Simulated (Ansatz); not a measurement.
A series in volume per atom on Mg₂Si

Results calculated with Ansatz 0.2.0, not measured. Periodic Kohn-Sham DFT of a crystal at fixed atoms; pressure and stress are positive in compression; the energy is the free energy less that of spherical unpolarised free atoms; site moments are those in the method's own spheres, positive along +z.

Cell of the first row (space group Fm-3m, No. 225):
```
Mg2Si
1.0
      0.0000     3.1298     3.1298
      3.1298     0.0000     3.1298
      3.1298     3.1298     0.0000
Mg Si
2 1
Direct
  0.25000 0.25000 0.25000
  0.75000 0.75000 0.75000
  0.00000 0.00000 0.00000
```

Settings of every row: method all-electron PAW; functional PBE; relativity scalar; k mesh 9x9x9; filling fermi-dirac; smearing width 0.05 eV; nucleus gaussian.

Atom start moment: 0 on all atoms.

Limits: small gap, it may come from the mesh.

```csv
row,volume per atom (Å³),pressure (GPa)
1,20.439,2.947
2,20.873,1.621
3,21.308,0.424
4,21.526,-0.131
5,21.743,-0.657
6,21.961,-1.158
7,22.178,-1.633
8,22.613,?
9,23.048,-3.308
```

Question: what pressure should row 8 give?

Worked fit of pressure. Take u = (V_r/V)^(2/3) − 1 with V_r = 21.634 Å³ an atom, which is twice the finite (Eulerian) strain; such expansions in the strain, on which the Birch-Murnaghan equation of state is built, carry the rest volume and the bulk modulus. The shown rows have u = 0.03861, 0.02416, 0.01017, 0.00334, -0.00334, -0.00995, -0.01642, -0.04133. Least squares give pressure = −0.3964 + 78.564 × u + 202.28 × u² + 143 × u³ GPa; a parabola predicts inner rows, each left out in turn, worse (root mean square 0.0023 against 0.00088 GPa). The rows lie off it by 0.000, -0.001, 0.000, 0.001, 0.000, 0.000, 0.000, 0.000. The pressure vanishes at u = 0.0050, or V = 21.47 Å³ an atom, and there the bulk modulus at fixed shape and fractions is B = −V dP/dV = (2/3)(1 + u) dP/du = 54 GPa. The withheld row has u = -0.02907, so the fit gives −0.3964 + 78.564 × (-0.02907) + 202.28 × (-0.02907)² + 143 × (-0.02907)³ = -2.513 GPa.

The calculation gave -2.514 GPa. The fit lies 0.001 GPa (0.016 % of the column's range) above it, one unit of the last digit.
